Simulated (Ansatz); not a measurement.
A 6-atom cell of ZrO2 built on tetragonal HfO2 (relaxed group P4_2/nmc), relaxed with r2SCAN in the plane-wave code Ansatz: it is tetragonal, P4_2/nmc (No. 137); conventional cell a = 3.601 Å, c = 5.227 Å, 11.30 Å³ an atom. Zr is surrounded by 8 O at 2.07–2.40 Å; O is surrounded by 4 Zr at 2.07–2.40 Å. The primitive cell holds 6 atoms in 67.78 Å³. Non-magnetic throughout; all numbers are computed.

Computed values: HSE06 (4×4×4) gives a least gap of 5.71 eV and a least direct gap of 5.80 eV. PBEsol's static dielectric constant, on its own cell and averaged over directions, is 51.8.

Q: What is the density?

A: The cell holds 2 Zr, 4 O: M = 2×91.224 + 4×15.999 = 246.44 u in V = 67.78 Å³. ρ = 1.66054 × M/V = 1.66054 × 246.44/67.78 = 6.038 g/cm³, for the static r2SCAN lattice.

Q: At what wavelength does absorption set in by HSE06, excitons left aside?

A: λ = 1239.84 eV nm/E: 217 nm for the least gap, where it needs phonons and is weak, and 214 nm for direct transitions. That lies in the ultraviolet, so by this gap the crystal is transparent to visible light.

Q: As a gate dielectric 2.5 nm thick, what equivalent oxide thickness and capacitance would it have, with 3.9 for amorphous SiO₂?

A: EOT = t × 3.9/κ = 2.5 × 3.9/51.8 = 0.19 nm; C/A = ε₀κ/t = 8.854 × 51.8/2.5 = 183.5 fF/µm². This takes the ideal crystal's mean κ, without interface layers; the tensor is anisotropic (19.5, 67.9, 67.9), so an oriented film differs.

The meshes of the hybrids are coarse, so their gaps aren't converged to the digits shown.

For a response run the program warns that the ground state's bands aren't all converged, so ε∞ carries an extra error.
